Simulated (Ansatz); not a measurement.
## BAs: from a migration barrier to a jump rate

Method: Ansatz, DFT PBEsol, scalar-relativistic, plane waves, PAW. Settings: plane waves to 420 eV, k-mesh 4×4×4 (Γ-centred), Gaussian smearing 0.05 eV. No spin polarisation.

In a supercell of 16 sites an atom of As jumps into a neighbouring As vacancy, a = 3.37 Å from site to site in the perfect crystal, with a cell charge of +3 (uniform background, no finite-size correction). The half-way point, relaxed in its symmetry, lies 2.889 eV above the relaxed vacancy. Take it as the barrier; the order of the saddle wasn't checked, and the cell is small.

Problem. With an assumed attempt frequency of 10¹³ s⁻¹, how often does the jump happen, and how fast does the vacancy diffuse?

Solution. Transition-state theory gives Γ = ν exp(−E/k_BT), and one such jump direction contributes Γa²/6 to the vacancy's diffusion coefficient averaged over directions:

```csv
T (K),E/k_BT,Γ (1/s),Γa²/6 (cm²/s)
300,111.7,2.9 × 10^-36,5.6 × 10^-52
600,55.9,5.4 × 10^-12,1.0 × 10^-27
1000,33.5,2.8 × 10^-2,5.2 × 10^-18
1500,22.3,2.0 × 10^3,3.7 × 10^-13
```

The rate reaches one jump a second at T = E/(k_B ln 10¹³) = 1120 K. The number of equivalent jumps multiplies D if they link up through the crystal; a hop between two sites alone gives no long-range diffusion, which then waits on a higher barrier. In either case the atoms' own diffusion carries the vacancy concentration and a correlation factor besides. Rows above the melting point are formal, and so are rows where E/k_BT falls under about 3, since the theory needs rare jumps.

Problem. How much does an error of 0.1 eV in the barrier matter?

Solution. It multiplies the rate by exp(0.1 eV/k_BT): 48 at 300 K and 3.2 at 1000 K, more than the usual doubt about ν at low temperature.

Cost: 2 runs of about 4.7 core-minutes in all, on Arm Neoverse V2 (shared hosts).